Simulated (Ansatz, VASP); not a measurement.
## One calculation of Pb, two programs

INCAR

```
  ALGO = Fast
  EDIFF = 1E-6
  EDIFFG = -0.002
  ENCUT = 600
  IBRION = 2
  ISIF = 3
  ISMEAR = 0
  LASPH = True
  LCHARG = False
  LREAL = False
  LWAVE = False
  NELM = 100
  NSW = 100
  PREC = Accurate
  SIGMA = 0.1
```

The input KPOINTS:

```
k-points
0
Gamma
  14 14 14
```

The input POSCAR:

```
Pb
1.0
    0.0000000000      2.4750200000      2.4750200000
    2.4750200000      0.0000000000      2.4750200000
    2.4750200000      2.4750200000      0.0000000000
Pb
1
Direct
    0.0000000000      0.0000000000      0.0000000000
```

Input for Ansatz:

```yaml
crystal:
  lattice:
    - [0.0, 2.47502, 2.47502]
    - [2.47502, 0.0, 2.47502]
    - [2.47502, 2.47502, 0.0]
  atoms:
    - { symbol: Pb, position: [0.0, 0.0, 0.0] }
basis:
  ecutwfc: 420
kpoints:
  mp_grid: { grid: [14, 14, 14] }
hamiltonian:
  xc: lda
  pseudopotentials: { kind: paw, azcp: { folder: soft_1 } }
scf:
  occupations: { method: gaussian, width: 0.1 }
output:
  forces: true
  stress: true
  eigenvalues: true
relax:
  adjacent_minimum: "off"
  f_tol: 0.002
  max_steps: 80
  cell: { stress_tol: 0.02 }
```

Alike in both runs: task relaxation of cell and atoms; functional LDA; k mesh 14 × 14 × 14; occupations gaussian, width 0.1 eV; no spin polarisation.

```csv
,VASP,Ansatz
version,VASP 6.6.1,Ansatz 0.2.0
potentials or method,"VASP PAW LDA potentials, release 64 (Pb_d)","scalar-relativistic, plane waves, PAW"
plane-wave cutoff (eV),600,420
valence electrons in the cell,14,14
```

VASP gave:

```
gap on the k mesh at the Fermi level, each at its own relaxed structure (eV) : none
relaxed volume (Å³/atom)                                                     : 29.15
relaxed cell length with the largest relative difference (Å)                 : 3.455
energy change over the relaxation (meV/atom)                                 : -7
```

Problem. What did Ansatz give for the same quantities?

Solution. gap on the k mesh at the Fermi level, each at its own relaxed structure (eV): none; relaxed volume (Å³/atom): 29.08; relaxed cell length with the largest relative difference (Å): 3.452; energy change over the relaxation (meV/atom): -8.

A gap of «none» marks a metal or a gap that the smearing closes. Ansatz warned: «pseudo_functional_mismatch».

Spin-orbit coupling is left out, which matters for the levels of Pb. LDA usually gives volumes a few per cent too small. Zero-point motion and thermal expansion aren't in these numbers.
